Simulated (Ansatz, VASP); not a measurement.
One calculation of W, two programs

The input INCAR:

```
SYSTEM = W
PREC     = Accurate       ! precision mode
ENCUT    = 520            ! plane-wave cutoff, eV
EDIFF    = 1E-6           ! SCF threshold, eV
ISMEAR   = -1             ! smearing method
SIGMA    = 0.1            ! smearing width, eV
LREAL    = .False.        ! projectors in reciprocal space
LASPH    = .True.         ! aspherical terms in the spheres
NELM     = 80             ! most SCF steps
ALGO     = Normal         ! electronic algorithm
ISIF     = 2              ! what is computed and relaxed
LWAVE    = .False.        ! write WAVECAR
LCHARG   = .True.         ! write CHGCAR
LELF     = .True.         ! ELF
LVHAR    = .True.       
NBANDS   = 13             ! bands
```

File KPOINTS:

```
Automatic mesh
0
Gamma
  19 19 19
  0 0 0
```

File POSCAR:

```
W
1.0
   -1.5020499337      1.5020499337      1.5020499337
    1.5020499337     -1.5020499337      1.5020499337
    1.5020499337      1.5020499337     -1.5020499337
W
1
Direct
    0.0000000000      0.0000000000      0.0000000000
```

Input for Ansatz:

```yaml
crystal:
  lattice:
    - [-1.5020499337, 1.5020499337, 1.5020499337]
    - [1.5020499337, -1.5020499337, 1.5020499337]
    - [1.5020499337, 1.5020499337, -1.5020499337]
  atoms:
    - { symbol: W, position: [0.0, 0.0, 0.0] }
kpoints:
  mp_grid: { grid: [19, 19, 19] }
  band_path:
    path:
      - [0.0, 0.0, 0.0]
      - [0.5, -0.5, 0.5]
      - [0.0, 0.0, 0.5]
      - [0.0, 0.0, 0.0]
      - [0.25, 0.25, 0.25]
      - [0.5, -0.5, 0.5]
      - [0.25, 0.25, 0.25]
      - [0.0, 0.0, 0.5]
    npoints: 8
scf:
  occupations: { method: fermi_dirac, width: 0.1 }
hamiltonian:
  xc: lda
  pseudopotentials: { kind: paw }
output:
  forces: true
  stress: true
  eigenvalues: true
  populations: true
  dos: { projected: true, de: 0.2, e_range: [-14, 8] }
```

Change from the starting cell: volume scaled by 0.88, PAW files.

Alike in both runs: task single point; functional LDA; k mesh 19 × 19 × 19; occupations fermi-dirac, width 0.1 eV; no spin polarisation.

```csv
,VASP,Ansatz
version,VASP 6.6.1,Ansatz 0.2.0
potentials or method,"VASP PAW LDA potentials, release 64 (W_sv)","PAW with Ansatz's default frozen-core files, scalar-relativistic"
plane-wave cutoff (eV),520,420
valence electrons in the cell,14,14
```

|  | VASP | Ansatz | Ansatz less VASP |
| --- | --- | --- | --- |
| pressure (GPa) | 59.3 | 55.8 | -3.49 |

Caveats: so large a pressure means that the cell lies far from this level's equilibrium, or that cutoff or potentials fall short (VASP). The runs have no spin-orbit coupling, so splittings on W are missing.
